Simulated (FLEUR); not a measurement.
Input of a FLEUR MaX-R8.1 (later development tree) run:

The input inp.xml:

```xml
<?xml version="1.0" encoding="UTF-8" standalone="no"?>
<fleurInput fleurInputVersion="0.39">
   <comment>
      Te                                                                                                  
   </comment>
   <calculationSetup>
      <cutoffs Kmax="4.1" Gmax="12.7" GmaxXC="12.7" numbands="0"/>
      <scfLoop itmax="60" minDistance="0.00001" maxIterBroyd="15" imix="Anderson" alpha="0.05" precondParam="0.0" spinf="2.0" sdNocoIR="T"/>
      <coreElectrons ctail="T" frcor="F" kcrel="0" coretail_lmax="0"/>
      <xcFunctional name="PBEs" relativisticCorrections="F"/>
      <magnetism jspins="1"/>
      <soc l_soc="F" theta="0.0" phi="0.0" spav="F"/>
      <expertModes spex="0" secvar="F"/>
      <geometryOptimization l_f="T" forcealpha="1.0" forcemix="BFGS" epsdisp="0.0005" epsforce="0.0002"/>
      <ldaU l_linMix="F" mixParam="0.05" spinf="1.0"/>
   </calculationSetup>
   <cell>
      <bzIntegration valenceElectrons="66.0" mode="hist" fermiSmearingEnergy="0.00183747">
         <kPointListSelection listName="default-1"/>
         <!-- k-points included here -->
         <xi:include xmlns:xi="http://www.w3.org/2001/XInclude" href="kpts.xml"> </xi:include>
      </bzIntegration>
      <!-- symmetry operations included here -->
      <xi:include xmlns:xi="http://www.w3.org/2001/XInclude" href="sym.xml"> </xi:include>
      <bulkLattice scale="1.0">
         <bravaisMatrix>
            <row-1>    8.4168401589683999     0.0000000000000000     0.0000000000000000</row-1>
            <row-2>   -4.2084200794841999     7.2891973973430435     0.0000000000000000</row-2>
            <row-3>    0.0000000000000000     0.0000000000000000    11.1947375621304008</row-3>
         </bravaisMatrix>
      </bulkLattice>
   </cell>
   <atomSpecies>
      <species name="Tellurium (Te)" element="Te" atomicNumber="52">
         <mtSphere radius="2.43" gridPoints="829" logIncrement="0.016"/>
         <atomicCutoffs lmax="10" lnonsphr="10"/>
         <electronConfig flipSpins="F">
            <coreConfig>(1s1/2) (2s1/2) (2p1/2) (2p3/2) (3s1/2) (3p1/2) (3p3/2) (4s1/2) (3d3/2) (3d5/2)</coreConfig>
            <valenceConfig>(4p1/2) (4p3/2) (5s1/2) (4d3/2) (4d5/2) (5p1/2) (5p3/2)</valenceConfig>
            <stateOccupation state="(5p1/2)" spinUp="0.666667" spinDown="0.666667"/>
            <stateOccupation state="(5p3/2)" spinUp="1.333333" spinDown="1.333333"/>
         </electronConfig>
         <energyParameters s="5" p="5" d="5" f="4"/>
         <lo type="SCLO" l="1" n="4" eDeriv="0"/>
         <lo type="SCLO" l="1" n="4" eDeriv="1"/>
         <lo type="SCLO" l="2" n="4" eDeriv="0"/>
         <lo type="SCLO" l="2" n="4" eDeriv="1"/>
         <lo type="SCLO" l="0" n="5" eDeriv="2"/>
         <lo type="SCLO" l="3" n="4" eDeriv="2"/>
      </species>
   </atomSpecies>
   <atomGroups>
      <atomGroup species="Tellurium (Te)">
         <relPos label="                   1">-.2690000000 -.2690000000 .0000000000</relPos>
         <relPos label="                   2">.0000000000 .2690000000 -1.000/3.000</relPos>
         <relPos label="                   3">.2690000000 .0000000000 1.000/3.000</relPos>
         <force calculate="T" relaxXYZ="TTT"/>
      </atomGroup>
   </atomGroups>
   <output dos="F" band="F" slice="F">
      <checks vchk="F" cdinf="F"/>
      <bandDOS minEnergy="-.5*Htr" maxEnergy="0.5*Htr" sigma="0.015" storeEVData="T"/>
      <vacuumDOS vacdos="F" integ="F" star="F" nstars="0" locx1="0.0" locy1="0.0" locx2="0.0" locy2="0.0" nstm="0" tworkf="0.0"/>
      <unfoldingBand unfoldBand="F" supercellX="1" supercellY="1" supercellZ="1"/>
      <plotting iplot="0" polar="F">
         <plot TwoD="T" vec1="  1.0  0.0  0.0" vec2="  0.0  1.0  0.0" vec3="  0.0  0.0  1.0" zero="  0.0  0.0  0.0" file="plot"/>
      </plotting>
      <chargeDensitySlicing numkpt="0" minEigenval="0.0" maxEigenval="0.0" nnne="0" pallst="F"/>
      <specialOutput eonly="F"/>
      <moessbauerParams electricFieldGradient="T" isomerShift="T" coreHyperfine="T" valenceHyperfine="T"/>
      <magneticCircularDichroism mcd="F" energyLo="-10.0" energyUp="0.0"/>
   </output>
  <!-- We include the file relax.xml here to enable relaxations (see documentation) -->
  <xi:include xmlns:xi="http://www.w3.org/2001/XInclude" href="relax.xml"> <xi:fallback/> </xi:include>
</fleurInput>
```

crystal.txt

```
Te
&input cartesian=F /
4.4540000000  0.0000000000  0.0000000000
-2.2270000000  3.8572771485  0.0000000000
0.0000000000  0.0000000000  5.9240000000
1.8897261246
1.0 1.0 1.0

3
52 0.7310000000  0.7310000000  0.0000000000
52 0.0000000000  0.2690000000  0.6666666667
52 0.2690000000  0.0000000000  0.3333333333

&kpt div1=7 div2=7 div3=5 gamma=T /
```

Potentials or basis: all-electron, FLAPW.

The run is started by

```console
$ inpgen -f crystal.txt -profile fastHighL
$ # inp.xml edited to the form shown
$ mpirun -n 4 fleur_MPI -pe_per_kpt 1
```

(1) Predict the band gap on the k mesh.

(2) What does it give for the largest force?

Results:

(1) 0.59 eV, indirect (least direct gap 0.77 eV).

(2) 0.102 eV/Å.

Caveat: spin-orbit coupling is left out, which moves the levels of the heavy elements; an odd mesh through Γ misses points on the zone boundary, where band edges often lie.
